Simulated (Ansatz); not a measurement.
# Co (sc type): a single-point run

Aim: a sound single-point run of Co (sc type).

Program: Ansatz 0.2.0. Level of theory: DFT, PBE, all-electron LAPW, scalar-relativistic. These are calculated values, not measurements.

## (1) The starting structure

It takes space group Pm-3m (No. 221, cubic). The conventional cell has a = 2.058 Å, b = 2.058 Å, c = 2.058 Å, α = 90.00°, β = 90.00°, γ = 90.00°. Co (site symmetry m-3m) is surrounded by 6 Co at 2.06 Å.

Coordinates:

```xyz
1
Lattice="2.0579 0.0000 0.0000 0.0000 2.0579 0.0000 0.0000 0.0000 2.0579" Properties=species:S:1:pos:R:3 pbc="T T T"
Co    0.0000    0.0000    0.0000
```

## (2) The run

File input.yaml:

```yaml
crystal:
  lattice:
    - [2.0578604358, 0.0, 0.0]
    - [0.0, 2.0578604358, 0.0]
    - [0.0, 0.0, 2.0578604358]
  atoms:
    - { symbol: Co, position: [0.0, 0.0, 0.0], spin: 1.7 }
magnetization:
  spin_polarized: true
kpoints:
  mp_grid: { grid: [17, 17, 17] }
scf:
  occupations: { method: fermi_dirac, width: 0.05 }
  mixing: { algorithm: anderson, beta: 0.005, ndim: 1 }
  max_iter: 80
hamiltonian:
  xc: pbe
  pseudopotentials: { kind: all_electron, lapw: { basis_error: 0.001 } }
output:
  forces: true
  stress: true
  eigenvalues: true
  populations: true
```

Launch:

```bash
ansatz run input.yaml --threads 1 --pin off --max-ram 3072MiB --backend cpu --events-out ev --progress --plain --runs-dir out
```

**Question.** How will this run end, and is anything wrong with its input?

The program finished normally, with warnings (stability check not made). It gives a pressure of 127 GPa, which is large; a structure far from rest gives such values too, whatever the setting.

The suspect setting: scf.mixing.algorithm is anderson; scf.mixing.beta is 0.005; scf.mixing.ndim is 1. The risk: mixing too weak. The residual crept for many cycles and then fell at once, which so weak a step can't do by itself: the program changed its mixing. Several mixing settings were changed at once, so this run can't tell how much each is to blame.

The test: delete scf.mixing.algorithm, scf.mixing.beta and scf.mixing.ndim (the default then holds).
